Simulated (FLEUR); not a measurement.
# KTaO3 under changes of volume

One of the cells (12.688 Å³/atom); the others are scaled copies at fixed shape and fractional positions:

```
CELL_PARAMETERS angstrom
3.98830 0.00000 0.00000
0.00000 3.98830 0.00000
0.00000 0.00000 3.98830
ATOMIC_POSITIONS crystal
Ta 0.00000 0.00000 0.00000
K 0.50000 0.50000 0.50000
O 0.00000 0.00000 0.50000
O 0.00000 0.50000 0.00000
O 0.50000 0.00000 0.00000
```

* Program: FLEUR MaX-R8.1 (later development tree)
* Functional: PBEsol
* Potentials or basis: all-electron
* Basis: FLAPW
* Kmax: 5.58 1/bohr
* k mesh: 7 × 7 × 7
* Occupations: fermi-dirac, width 0.05 eV
* Spin: no spin polarisation

| volume (Å³/atom) | energy over the lowest point (meV/atom) | gap on the mesh (eV) |
| --- | --- | --- |
| 11.927 | 29.81 | 2.32 |
| 12.180 | ? | ? |
| 12.434 | 2.68 | 2.24 |
| 12.688 | 0.00 | 2.20 |
| 12.942 | 3.77 | 2.15 |
| 13.196 | 13.05 | 2.11 |
| 13.449 | 27.55 | 2.07 |

What does the run at 12.180 Å³/atom give?

Energy over the lowest point 12.30 meV/atom; gap on the mesh 2.28 eV.

Worked out: A Birch-Murnaghan fit of order 3 (a polynomial in V^(-2/3)) to the other rows has its minimum at 12.66 Å³/atom with B0 = V·E''(V) = 201 GPa and B' = 4.3. It gives 12.37 meV/atom at 12.180 Å³/atom, against the run's 12.30. A straight line through the other rows of the gap, of slope -2.1 eV per unit of ln V, gives 2.28 eV, against the run's 2.28.

Energies are extrapolated to zero smearing.

Caveats: spin-orbit coupling is left out, which moves the levels of the heavy elements; an odd mesh through Γ misses points on the zone boundary, where band edges often lie.
